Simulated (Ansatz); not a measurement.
H2 on a (111) slab of HfO₂ (Fm-3m (No. 225)), 9 planes, outer planes O (top) and O (bottom), 1 a cell of 44.6 Å², relaxed and still whole (its atoms last):

```
CELL_PARAMETERS angstrom
7.17414 0.00000 0.00000
-3.58707 6.21299 0.00000
0.00000 0.00000 26.07208
ATOMIC_POSITIONS crystal
O 0.50000 0.50000 0.30684
O 0.50000 0.00000 0.30684
O 0.00000 0.50000 0.30684
O 0.00000 0.00000 0.30684
Hf 0.33333 0.16667 0.33493
Hf 0.33333 0.66667 0.33493
Hf 0.83333 0.16667 0.33493
Hf 0.83333 0.66667 0.33493
O 0.66667 0.33333 0.36301
O 0.66667 0.83333 0.36301
O 0.16667 0.33333 0.36301
O 0.16667 0.83333 0.36301
O 0.83333 0.66667 0.41918
O 0.83333 0.16667 0.41918
O 0.33333 0.66667 0.41918
O 0.33333 0.16667 0.41918
Hf 0.66676 0.33333 0.44704
Hf 0.66667 0.83334 0.44687
Hf 0.16657 0.33333 0.44704
Hf 0.16663 0.83326 0.44699
O 0.99999 0.49998 0.47547
O 0.00097 0.00053 0.47553
O 0.49939 0.49878 0.47554
O 0.49956 0.00053 0.47553
O 0.16576 0.83153 0.52986
O 0.16572 0.33422 0.52996
O 0.66653 0.83306 0.52908
O 0.66850 0.33422 0.52996
Hf 0.00010 0.50020 0.55818
Hf 0.99919 0.99931 0.55784
Hf 0.50025 0.50049 0.55786
Hf 0.50012 0.99931 0.55784
O 0.33636 0.66848 0.58844
O 0.33319 0.16639 0.58818
O 0.83212 0.66848 0.58844
O 0.83137 0.16273 0.58846
H 0.01506 0.53011 0.67131
H 0.95524 0.41048 0.66628
```

All numbers below come from DFT PBE+D3(BJ), scalar-relativistic, plane waves, PAW (Ansatz 0.2.0). Cutoff 420 eV; k points 3×3×1 on the computed 38-atom cell (Γ-centred); Gaussian smearing, width 0.05 eV; no spin polarisation. A dipole correction removes the field between periodic images along c.

It binds with 0.09 eV a molecule against the clean slab and the free molecule (no zero-point or thermal terms); its shortest contact is H–O 2.55 Å. Take first-order desorption with no barrier to adsorption, no reaction on the face and an assumed prefactor of 10^13 s⁻¹.

Task: How long does a molecule stay at 400 K?

Result: τ = ν⁻¹·exp(E/k_BT) with k_BT = 0.0345 eV: E/k_BT = 2.6, so τ ≈ 1×10^-12 s. At about one hit a site a second (10⁻⁶ mbar) the coverage is near τ × 1 s⁻¹, so a layer needs more than atmospheric pressure.

Task: Where does its peak lie in a desorption experiment heated at 5 K/s?

Result: The peak obeys E/(k_B·T_p²) = (ν/β)·exp(−E/k_BT_p). Solving gives T_p ≈ 37 K (E/k_BT_p = 28.6). An error of 0.1 eV in E moves it by about 41 K, and larger molecules have larger prefactors, which lowers it.

Task: Is this physisorption or chemisorption?

Result: The tightest contact, H–Hf 2.87 Å, is 1.39 times the sum of covalent radii, and deformation and lateral interaction add up to +0.01 eV; under 0.01 e cross the plane between them. This is physisorption.

The reference crystal is the fluorite-type form of HfO2, which isn't its usual structure.